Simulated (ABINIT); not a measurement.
Here is an ABINIT 10.8.3 (patched build) calculation.

File run.abi:

```
# Datasets: ground state, then fixed potential
ndtset 2

# Pseudopotentials
pp_dirpath "./"
pseudos "C.GGA_PBE-JTH.xml"

# Structure
acell 3*1.0 Angstrom
rprim
     0.0000000000     1.7833700000     1.7833700000
     1.7833700000     0.0000000000     1.7833700000
     1.7833700000     1.7833700000     0.0000000000
ntypat 1
znucl 6
natom 2
typat 1 1
xred
     0.7500000000     0.7500000000     0.7500000000
     0.5000000000     0.5000000000     0.5000000000

# Plane-wave basis
ecut 24.0
pawecutdg 46.0

# Exchange and correlation
ixc -493494
usekden 1
pawxcdev 0

# Bands and occupations
occopt 3
tsmear 0.00183747

# SCF cycle
nstep 100

# Output
iomode 3
prtwf 0
prteig 0
prtebands 0
prtden1 1
prtkden1 1
prtvha1 1
prtvclmb1 1
prtpot1 1

# Dataset 1
kptopt1 1
ngkpt1 13 13 13
nshiftk1 1
shiftk1 0.0 0.0 0.0
nband1 8
tolvrs1 1.0e-8

# Dataset 2: bands along G-X-W-K-G-L-U-W-L-K
iscf2 -2
getden2 1
getkden2 1
nband2 12
nbdbuf2 2
tolwfr2 1.0e-12
kptopt2 -9
ndivsm2 6
prteig2 1
kptbounds2
     0.0000000000     0.0000000000     0.0000000000
     0.5000000000     0.0000000000     0.5000000000
     0.5000000000     0.2500000000     0.7500000000
     0.3750000000     0.3750000000     0.7500000000
     0.0000000000     0.0000000000     0.0000000000
     0.5000000000     0.5000000000     0.5000000000
     0.6250000000     0.2500000000     0.6250000000
     0.5000000000     0.2500000000     0.7500000000
     0.5000000000     0.5000000000     0.5000000000
     0.3750000000     0.3750000000     0.7500000000
```

Potentials or basis: JTH PAW PBE v2.0.

The run is started by

```sh
$ abinit run.abi > log 2>&1
```

Problem. Predict the band gap along the path.

Solution. 4.34 eV, indirect (least direct gap 5.86 eV).

Problem. What does it give for the pressure?

Solution. -1.6 GPa.

Levels at the corners of the path, in eV from the valence-band top:
| point | band 1 | band 2 | band 3 | band 4 | band 5 | band 6 | band 7 | band 8 |
| --- | --- | --- | --- | --- | --- | --- | --- | --- |
| Γ | -22.61 | 0.00 | 0.00 | 0.00 | 5.86 | 5.86 | 5.86 | 13.79 |
| X | -13.52 | -13.52 | -6.61 | -6.61 | 5.02 | 5.02 | 17.83 | 17.83 |
| W | -12.75 | -12.74 | -8.67 | -8.67 | 11.26 | 11.26 | 12.89 | 12.89 |
| K | -13.81 | -12.43 | -9.69 | -5.64 | 5.98 | 11.31 | 15.19 | 16.50 |
| Γ | -22.61 | 0.00 | 0.00 | 0.00 | 5.86 | 5.86 | 5.86 | 13.79 |
| L | -16.67 | -13.98 | -2.96 | -2.96 | 8.89 | 8.89 | 9.12 | 16.70 |
| U | -13.81 | -12.43 | -9.69 | -5.64 | 5.98 | 11.31 | 15.19 | 16.50 |
| W | -12.75 | -12.74 | -8.67 | -8.67 | 11.26 | 11.26 | 12.89 | 12.89 |
| L | -16.67 | -13.98 | -2.96 | -2.96 | 8.89 | 8.89 | 9.12 | 16.70 |
| K | -13.81 | -12.43 | -9.69 | -5.64 | 5.98 | 11.31 | 15.19 | 16.50 |

Caveat: the PAW data sets were made with another functional, which shifts forces and pressure a little; the atomic spheres overlap.
